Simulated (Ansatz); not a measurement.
Level of theory: DFT PBE, scalar-relativistic, plane waves, PAW (Ansatz). Settings: cutoff 420 eV, Γ-centred meshes spaced at most about 0.3 Å⁻¹, and about 0.25 Å⁻¹ or finer for metals (2π included), Gaussian smearing. Collinear spin in cells that started with moments and kept them past the coarse steps, no spin elsewhere.

Energies over the elements count from the elements' standard structures at the same level (O₂ as a molecule), with no fitted energy shifts. The references include grey tin.

A relaxed structure of GaO2 has 25.05 Å³/atom, −0.90 eV/atom against the elements, no gap on its mesh, a net moment of 0.33 μB/atom:

```
Ga O
1.0
     5.96405    0.00000    0.00000
    -2.98202    5.16502    0.00000
     0.00000    0.00000    9.75889
Ga O
4 8
Cartesian
  0.0000 3.4433 9.1461
  2.9820 1.7217 4.2667
  2.9820 1.7217 0.6128
  0.0000 3.4433 5.4922
  -1.4910 2.5825 0.0000
  1.4910 2.5825 0.0000
  2.9820 0.0000 0.0000
  0.0000 3.4433 7.3192
  2.9820 1.7217 2.4397
  2.9820 0.0000 4.8794
  1.4910 2.5825 4.8794
  -1.4910 2.5825 4.8794
```

Task: Predict cell, energy and gap of SnO2 with the same space group and Wyckoff sites.

Result: SnO2 has a = 6.300 Å, c = 10.287 Å: 29.46 Å³/atom, −1.182 eV/atom against the elements, a gap of 1.42 eV on its mesh. The volume per atom changes by +17.6 % and the formation energy by -0.28 eV/atom (from unrounded values). The gap opens. Covalent radii: Ga 1.22 Å, Sn 1.39 Å; electronegativities 1.81 and 1.96. The cell follows the size of the atom. Around Sn lie 4 O at 1.93 Å; O on a site of symmetry 2/m is surrounded by 2 Sn at 1.93 Å; around O on a site of symmetry -6m2 lie 2 Sn at 1.93 Å.

```xyz
12
Lattice="6.2998 0.0000 0.0000 -3.1499 5.4558 0.0000 0.0000 0.0000 10.2869" Properties=species:S:1:pos:R:3 pbc="T T T"
Sn    0.0000    3.6372    9.6443
Sn    3.1499    1.8186    4.5008
Sn    3.1499    1.8186    0.6427
Sn    0.0000    3.6372    5.7861
O    -1.5749    2.7279    0.0000
O     1.5749    2.7279    0.0000
O     3.1499    0.0000    0.0000
O     0.0000    3.6372    7.7152
O     3.1499    1.8186    2.5717
O     3.1499    0.0000    5.1435
O     1.5749    2.7279    5.1435
O    -1.5749    2.7279    5.1435
```

The two cells were relaxed from separate starts that ended on the same group and sites; neither need be the stable form of its compound. Kohn–Sham gaps at this level usually fall short of measured ones. Another magnetic order may lie lower. Cells relaxed within their symmetry can be saddle points.
